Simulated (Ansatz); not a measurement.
Born–Oppenheimer molecular dynamics of a periodic cell of 27 atoms, Ba (surface Ba(100)). It starts from a relaxed structure.

Computed with DFT PBE-D3(BJ), scalar-relativistic, plane waves, PAW in Ansatz 0.2.0. Settings: accuracy low, cutoff 420 eV, k mesh 1x1x1, fermi-dirac smearing 0.05 eV, no spin polarisation.

```
ensemble                      : NVE (velocity Verlet)
time step                     : 3 fs
steps asked                   : 90
starting velocities drawn for : 600 K
atoms held                    : 1 to 9
seed                          : 429237
```

Frames 30 fs apart, positions in Å, forces in eV/Å.

Velocities at 30 fs (Å/ps):

```
Ba 0.00 0.00 0.00
Ba 0.00 0.00 0.00
Ba 0.00 0.00 0.00
Ba 0.00 0.00 0.00
Ba 0.00 0.00 0.00
Ba 0.00 0.00 0.00
Ba 0.00 0.00 0.00
Ba 0.00 0.00 0.00
Ba 0.00 0.00 0.00
Ba -1.02 3.44 2.53
Ba 1.34 -0.87 -1.58
Ba 0.73 -1.25 0.39
Ba -2.08 -1.85 -0.38
Ba -1.31 -4.00 0.32
Ba -0.47 -0.51 -2.78
Ba -0.06 -1.93 -3.14
Ba 1.96 0.79 -0.35
Ba -2.63 -2.30 1.06
Ba 1.06 -1.32 1.20
Ba -2.96 -3.58 1.27
Ba -1.26 -0.47 1.46
Ba 0.35 0.89 -2.18
Ba -1.86 3.56 1.64
Ba -1.75 1.43 1.24
Ba 1.13 -0.87 2.04
Ba 0.43 -0.25 0.87
Ba -4.25 -0.33 1.91
```

```xyz
27
Lattice="15.0600 0.0000 0.0000 0.0000 15.0600 0.0000 0.0000 0.0000 17.0200" Properties=species:S:1:pos:R:3:forces:R:3 time_fs=30 energy_less_start_eV=0.090 T=561
Ba 0.000 0.000 1.000 0.00 0.00 0.01
Ba 5.020 0.000 1.000 -0.03 0.02 0.00
Ba 10.040 0.000 1.000 0.04 -0.01 -0.05
Ba 0.000 5.020 1.000 -0.02 -0.03 -0.08
Ba 5.020 5.020 1.000 -0.02 -0.03 -0.04
Ba 10.040 5.020 1.000 0.01 -0.03 -0.05
Ba 0.000 10.040 1.000 -0.02 -0.01 -0.05
Ba 5.020 10.040 1.000 0.04 -0.05 0.00
Ba 10.040 10.040 1.000 -0.05 -0.04 -0.04
Ba 2.478 2.616 3.588 0.08 -0.16 -0.11
Ba 7.572 2.483 3.459 -0.10 0.04 0.16
Ba 12.573 2.472 3.521 -0.06 0.04 0.03
Ba 2.446 7.472 3.499 0.09 0.12 -0.02
Ba 7.490 7.407 3.521 0.04 0.16 -0.05
Ba 12.537 7.514 3.423 -0.03 0.05 0.18
Ba 2.509 12.491 3.412 -0.02 0.04 0.16
Ba 7.591 12.574 3.499 -0.11 -0.03 0.01
Ba 12.469 12.480 3.542 0.10 0.05 0.01
Ba 0.032 -0.039 6.057 -0.02 -0.02 -0.04
Ba 4.930 -0.109 6.059 0.05 0.06 -0.05
Ba 10.002 -0.014 6.063 0.02 0.02 0.01
Ba 0.013 5.047 5.952 -0.10 0.01 0.12
Ba 4.963 5.129 6.069 0.04 -0.09 0.02
Ba 9.986 5.064 6.057 0.06 -0.04 -0.01
Ba 0.034 10.014 6.082 -0.03 0.00 -0.04
Ba 5.034 10.033 6.047 -0.03 0.00 -0.05
Ba 9.911 10.031 6.078 0.06 -0.06 -0.03
27
Lattice="15.0600 0.0000 0.0000 0.0000 15.0600 0.0000 0.0000 0.0000 17.0200" Properties=species:S:1:pos:R:3:forces:R:3 time_fs=60 energy_less_start_eV=0.329 T=459
Ba 0.000 0.000 1.000 0.01 -0.01 0.04
Ba 5.020 0.000 1.000 -0.04 0.03 0.02
Ba 10.040 0.000 1.000 0.07 -0.02 -0.08
Ba 0.000 5.020 1.000 -0.04 -0.07 -0.13
Ba 5.020 5.020 1.000 -0.04 -0.05 -0.06
Ba 10.040 5.020 1.000 0.02 -0.05 -0.08
Ba 0.000 10.040 1.000 -0.05 -0.02 -0.08
Ba 5.020 10.040 1.000 0.07 -0.09 0.01
Ba 10.040 10.040 1.000 -0.10 -0.08 -0.06
Ba 2.451 2.713 3.659 0.15 -0.31 -0.20
Ba 7.608 2.458 3.418 -0.17 0.07 0.27
Ba 12.593 2.436 3.534 -0.10 0.08 0.06
Ba 2.387 7.422 3.486 0.17 0.24 -0.04
Ba 7.452 7.293 3.528 0.07 0.29 -0.08
Ba 12.521 7.500 3.347 -0.04 0.07 0.32
Ba 2.506 12.435 3.325 -0.04 0.07 0.31
Ba 7.645 12.597 3.489 -0.20 -0.05 0.02
Ba 12.394 12.413 3.574 0.19 0.10 0.02
Ba 0.063 -0.079 6.091 -0.05 -0.04 -0.09
Ba 4.843 -0.214 6.095 0.10 0.09 -0.12
Ba 9.965 -0.028 6.108 0.04 0.03 0.01
Ba 0.019 5.074 5.891 -0.20 0.02 0.21
Ba 4.909 5.232 6.119 0.06 -0.15 0.04
Ba 9.936 5.105 6.094 0.11 -0.08 -0.03
Ba 0.067 9.988 6.141 -0.04 0.01 -0.10
Ba 5.045 10.025 6.071 -0.06 -0.01 -0.12
Ba 9.786 10.019 6.134 0.10 -0.10 -0.07
27
Lattice="15.0600 0.0000 0.0000 0.0000 15.0600 0.0000 0.0000 0.0000 17.0200" Properties=species:S:1:pos:R:3:forces:R:3 time_fs=90 energy_less_start_eV=0.621 T=333
Ba 0.000 0.000 1.000 0.02 -0.01 0.06
Ba 5.020 0.000 1.000 -0.06 0.04 0.04
Ba 10.040 0.000 1.000 0.10 -0.03 -0.10
Ba 0.000 5.020 1.000 -0.05 -0.10 -0.17
Ba 5.020 5.020 1.000 -0.07 -0.07 -0.08
Ba 10.040 5.020 1.000 0.02 -0.07 -0.09
Ba 0.000 10.040 1.000 -0.08 -0.03 -0.10
Ba 5.020 10.040 1.000 0.10 -0.13 0.02
Ba 10.040 10.040 1.000 -0.14 -0.10 -0.08
Ba 2.433 2.790 3.719 0.21 -0.43 -0.25
Ba 7.634 2.438 3.394 -0.20 0.09 0.33
Ba 12.606 2.405 3.551 -0.14 0.11 0.08
Ba 2.339 7.387 3.471 0.23 0.33 -0.05
Ba 7.419 7.197 3.531 0.09 0.38 -0.09
Ba 12.504 7.491 3.291 -0.05 0.09 0.42
Ba 2.501 12.383 3.256 -0.05 0.11 0.42
Ba 7.687 12.617 3.481 -0.28 -0.07 0.04
Ba 12.331 12.353 3.607 0.25 0.14 0.03
Ba 0.091 -0.122 6.120 -0.08 -0.04 -0.13
Ba 4.763 -0.313 6.123 0.15 0.12 -0.16
Ba 9.931 -0.038 6.152 0.06 0.04 0.00
Ba 0.013 5.102 5.843 -0.27 0.03 0.28
Ba 4.859 5.326 6.171 0.07 -0.18 0.05
Ba 9.893 5.140 6.129 0.15 -0.11 -0.04
Ba 0.098 9.963 6.194 -0.03 0.02 -0.15
Ba 5.054 10.017 6.087 -0.09 0.00 -0.17
Ba 9.667 10.001 6.186 0.14 -0.12 -0.10
27
Lattice="15.0600 0.0000 0.0000 0.0000 15.0600 0.0000 0.0000 0.0000 17.0200" Properties=species:S:1:pos:R:3:forces:R:3 time_fs=120 energy_less_start_eV=0.862 T=230
Ba 0.000 0.000 1.000 0.02 -0.02 0.08
Ba 5.020 0.000 1.000 -0.06 0.04 0.05
Ba 10.040 0.000 1.000 0.12 -0.03 -0.10
Ba 0.000 5.020 1.000 -0.07 -0.12 -0.18
Ba 5.020 5.020 1.000 -0.09 -0.09 -0.10
Ba 10.040 5.020 1.000 0.02 -0.10 -0.10
Ba 0.000 10.040 1.000 -0.11 -0.05 -0.12
Ba 5.020 10.040 1.000 0.12 -0.15 0.03
Ba 10.040 10.040 1.000 -0.17 -0.12 -0.09
Ba 2.428 2.840 3.762 0.24 -0.49 -0.27
Ba 7.647 2.424 3.390 -0.22 0.11 0.35
Ba 12.610 2.382 3.573 -0.16 0.13 0.08
Ba 2.305 7.372 3.453 0.28 0.37 -0.05
Ba 7.391 7.125 3.528 0.10 0.44 -0.08
Ba 12.484 7.487 3.261 -0.04 0.09 0.47
Ba 2.493 12.339 3.214 -0.05 0.14 0.48
Ba 7.711 12.632 3.475 -0.32 -0.08 0.05
Ba 12.284 12.301 3.643 0.29 0.16 0.04
Ba 0.114 -0.167 6.140 -0.11 -0.04 -0.16
Ba 4.692 -0.405 6.141 0.20 0.14 -0.18
Ba 9.900 -0.047 6.197 0.06 0.04 -0.01
Ba -0.009 5.132 5.813 -0.31 0.03 0.31
Ba 4.814 5.409 6.227 0.07 -0.19 0.05
Ba 9.860 5.169 6.162 0.17 -0.14 -0.04
Ba 0.126 9.938 6.237 -0.03 0.02 -0.18
Ba 5.056 10.008 6.092 -0.13 0.00 -0.20
Ba 9.556 9.976 6.231 0.17 -0.11 -0.13
27
Lattice="15.0600 0.0000 0.0000 0.0000 15.0600 0.0000 0.0000 0.0000 17.0200" Properties=species:S:1:pos:R:3:forces:R:3 time_fs=150 energy_less_start_eV=0.987 T=176
Ba 0.000 0.000 1.000 0.02 -0.02 0.10
Ba 5.020 0.000 1.000 -0.07 0.03 0.06
Ba 10.040 0.000 1.000 0.13 -0.04 -0.09
Ba 0.000 5.020 1.000 -0.08 -0.13 -0.18
Ba 5.020 5.020 1.000 -0.10 -0.11 -0.12
Ba 10.040 5.020 1.000 0.01 -0.11 -0.10
Ba 0.000 10.040 1.000 -0.14 -0.05 -0.13
Ba 5.020 10.040 1.000 0.14 -0.15 0.03
Ba 10.040 10.040 1.000 -0.19 -0.12 -0.10
Ba 2.439 2.859 3.788 0.23 -0.49 -0.25
Ba 7.646 2.416 3.407 -0.23 0.11 0.34
Ba 12.605 2.366 3.600 -0.16 0.13 0.08
Ba 2.289 7.381 3.432 0.29 0.35 -0.02
Ba 7.369 7.082 3.520 0.11 0.47 -0.05
Ba 12.460 7.490 3.261 -0.04 0.10 0.47
Ba 2.482 12.302 3.202 -0.05 0.16 0.48
Ba 7.715 12.642 3.472 -0.33 -0.09 0.07
Ba 12.255 12.259 3.681 0.30 0.18 0.04
Ba 0.129 -0.215 6.151 -0.15 -0.02 -0.17
Ba 4.634 -0.488 6.148 0.24 0.16 -0.18
Ba 9.874 -0.053 6.240 0.07 0.03 -0.02
Ba -0.051 5.164 5.802 -0.28 0.02 0.30
Ba 4.772 5.481 6.286 0.07 -0.18 0.03
Ba 9.838 5.189 6.192 0.18 -0.15 -0.04
Ba 0.153 9.916 6.270 -0.02 0.03 -0.19
Ba 5.050 10.000 6.085 -0.16 0.00 -0.21
Ba 9.457 9.943 6.269 0.21 -0.10 -0.15
27
Lattice="15.0600 0.0000 0.0000 0.0000 15.0600 0.0000 0.0000 0.0000 17.0200" Properties=species:S:1:pos:R:3:forces:R:3 time_fs=180 energy_less_start_eV=0.984 T=177
Ba 0.000 0.000 1.000 0.02 -0.03 0.12
Ba 5.020 0.000 1.000 -0.08 0.02 0.06
Ba 10.040 0.000 1.000 0.13 -0.04 -0.06
Ba 0.000 5.020 1.000 -0.09 -0.13 -0.14
Ba 5.020 5.020 1.000 -0.11 -0.12 -0.13
Ba 10.040 5.020 1.000 0.01 -0.13 -0.08
Ba 0.000 10.040 1.000 -0.17 -0.05 -0.13
Ba 5.020 10.040 1.000 0.13 -0.14 0.03
Ba 10.040 10.040 1.000 -0.19 -0.12 -0.09
Ba 2.463 2.847 3.799 0.19 -0.44 -0.21
Ba 7.631 2.415 3.446 -0.22 0.11 0.30
Ba 12.589 2.360 3.631 -0.15 0.13 0.06
Ba 2.291 7.412 3.410 0.28 0.28 0.02
Ba 7.354 7.068 3.509 0.10 0.46 -0.01
Ba 12.435 7.498 3.289 -0.03 0.11 0.42
Ba 2.468 12.276 3.220 -0.05 0.17 0.43
Ba 7.699 12.647 3.474 -0.30 -0.10 0.08
Ba 12.245 12.229 3.722 0.27 0.18 0.03
Ba 0.136 -0.264 6.150 -0.17 0.00 -0.17
Ba 4.591 -0.561 6.144 0.27 0.18 -0.16
Ba 9.851 -0.057 6.282 0.07 0.02 -0.03
Ba -0.111 5.197 5.810 -0.20 -0.01 0.26
Ba 4.735 5.541 6.347 0.07 -0.18 0.00
Ba 9.826 5.199 6.220 0.17 -0.15 -0.05
Ba 0.178 9.895 6.291 -0.01 0.03 -0.18
Ba 5.034 9.992 6.066 -0.18 0.01 -0.20
Ba 9.370 9.905 6.297 0.24 -0.07 -0.16
27
Lattice="15.0600 0.0000 0.0000 0.0000 15.0600 0.0000 0.0000 0.0000 17.0200" Properties=species:S:1:pos:R:3:forces:R:3 time_fs=210 energy_less_start_eV=0.894 T=216
Ba 0.000 0.000 1.000 0.01 -0.03 0.14
Ba 5.020 0.000 1.000 -0.08 0.02 0.07
Ba 10.040 0.000 1.000 0.11 -0.03 -0.03
Ba 0.000 5.020 1.000 -0.09 -0.12 -0.09
Ba 5.020 5.020 1.000 -0.11 -0.12 -0.13
Ba 10.040 5.020 1.000 0.01 -0.13 -0.06
Ba 0.000 10.040 1.000 -0.19 -0.05 -0.12
Ba 5.020 10.040 1.000 0.12 -0.11 0.03
Ba 10.040 10.040 1.000 -0.18 -0.10 -0.08
Ba 2.500 2.808 3.796 0.11 -0.34 -0.15
Ba 7.601 2.420 3.504 -0.21 0.10 0.25
Ba 12.563 2.361 3.667 -0.13 0.11 0.03
Ba 2.311 7.460 3.389 0.23 0.16 0.07
Ba 7.346 7.083 3.497 0.09 0.43 0.03
Ba 12.408 7.513 3.345 -0.02 0.11 0.34
Ba 2.450 12.260 3.264 -0.05 0.17 0.33
Ba 7.664 12.646 3.480 -0.24 -0.10 0.08
Ba 12.252 12.209 3.764 0.22 0.17 0.01
Ba 0.132 -0.312 6.139 -0.17 0.03 -0.16
Ba 4.565 -0.623 6.129 0.29 0.21 -0.12
Ba 9.833 -0.060 6.322 0.07 0.00 -0.05
Ba -0.182 5.229 5.835 -0.08 -0.05 0.20
Ba 4.703 5.589 6.408 0.07 -0.17 -0.05
Ba 9.825 5.200 6.245 0.14 -0.15 -0.05
Ba 0.203 9.876 6.300 -0.01 0.04 -0.16
Ba 5.006 9.984 6.034 -0.17 0.01 -0.17
Ba 9.299 9.862 6.315 0.26 -0.03 -0.16
27
Lattice="15.0600 0.0000 0.0000 0.0000 15.0600 0.0000 0.0000 0.0000 17.0200" Properties=species:S:1:pos:R:3:forces:R:3 time_fs=240 energy_less_start_eV=0.780 T=265
Ba 0.000 0.000 1.000 0.00 -0.03 0.16
Ba 5.020 0.000 1.000 -0.09 0.01 0.07
Ba 10.040 0.000 1.000 0.09 -0.03 0.02
Ba 0.000 5.020 1.000 -0.09 -0.10 -0.02
Ba 5.020 5.020 1.000 -0.10 -0.12 -0.12
Ba 10.040 5.020 1.000 0.01 -0.13 -0.03
Ba 0.000 10.040 1.000 -0.21 -0.04 -0.10
Ba 5.020 10.040 1.000 0.10 -0.08 0.01
Ba 10.040 10.040 1.000 -0.17 -0.08 -0.06
Ba 2.543 2.747 3.784 0.03 -0.23 -0.09
Ba 7.559 2.432 3.577 -0.19 0.08 0.18
Ba 12.530 2.368 3.704 -0.10 0.08 0.00
Ba 2.345 7.519 3.372 0.16 0.02 0.11
Ba 7.343 7.125 3.486 0.08 0.37 0.06
Ba 12.379 7.536 3.422 -0.02 0.12 0.23
Ba 2.430 12.255 3.330 -0.05 0.16 0.17
Ba 7.614 12.638 3.492 -0.15 -0.11 0.08
Ba 12.273 12.201 3.808 0.15 0.16 -0.03
Ba 0.117 -0.359 6.118 -0.16 0.07 -0.13
Ba 4.557 -0.671 6.107 0.29 0.24 -0.07
Ba 9.819 -0.063 6.360 0.06 -0.02 -0.06
Ba -0.259 5.259 5.872 0.05 -0.09 0.14
Ba 4.674 5.626 6.465 0.07 -0.17 -0.10
Ba 9.833 5.192 6.266 0.11 -0.15 -0.05
Ba 0.227 9.859 6.300 -0.02 0.04 -0.12
Ba 4.968 9.978 5.991 -0.14 0.02 -0.12
Ba 9.244 9.817 6.323 0.27 0.01 -0.14
```

Of the whole run (270 fs, mean temperature of the second half 219 K): The conserved energy stayed within 0.0082 meV per atom of its start (net change 0.0036 meV per atom), so the integration is sound. A run of 0.27 ps of so small a system gives no equilibrium averages. Limits of this set-up: coarse k mesh, thin slab, slab without dipole correction, a typed lattice constant that wasn't relaxed here, low accuracy level.

Run time: 16 min on 4 threads of Intel(R) Xeon(R) Platinum 8259CL CPU @ 2.50GHz (Skylake/Cascade Lake), with other jobs on the host, peak memory 2.9 GiB.
